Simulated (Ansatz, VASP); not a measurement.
## BAs: VASP beside Ansatz

```
CELL_PARAMETERS angstrom
0.00000 2.38012 2.38012
2.38012 0.00000 2.38012
2.38012 2.38012 0.00000
ATOMIC_POSITIONS crystal
B 0.00000 0.00000 0.00000
As 0.25000 0.25000 0.25000
```

Alike in both runs: task single point; functional PBE; k mesh 10 × 10 × 10; occupations gaussian, width 0.02 eV; no spin polarisation.

|  | VASP | Ansatz |
| --- | --- | --- |
| version | VASP 6.6.1 | Ansatz 0.2.0 |
| potentials or method | VASP PAW PBE potentials, release 64 (B, As) | scalar-relativistic, plane waves, PAW |
| plane-wave cutoff (eV) | 520 | 420 |
| valence electrons in the cell | 8 | 18 |

|  | VASP | Ansatz | Ansatz less VASP |
| --- | --- | --- | --- |
| gap on the k mesh at the Fermi level (eV) | 1.16 | 1.17 | +0.009 |
| least direct gap on the mesh (eV) | 3.29 | 3.29 | +0.004 |
| pressure (GPa) | 5.0 | 4.3 | -0.70 |

The two sets of potentials don't hold the same shells in valence.

A k mesh can miss the band edges. As with any semilocal functional, this PBE gap is likely too small.
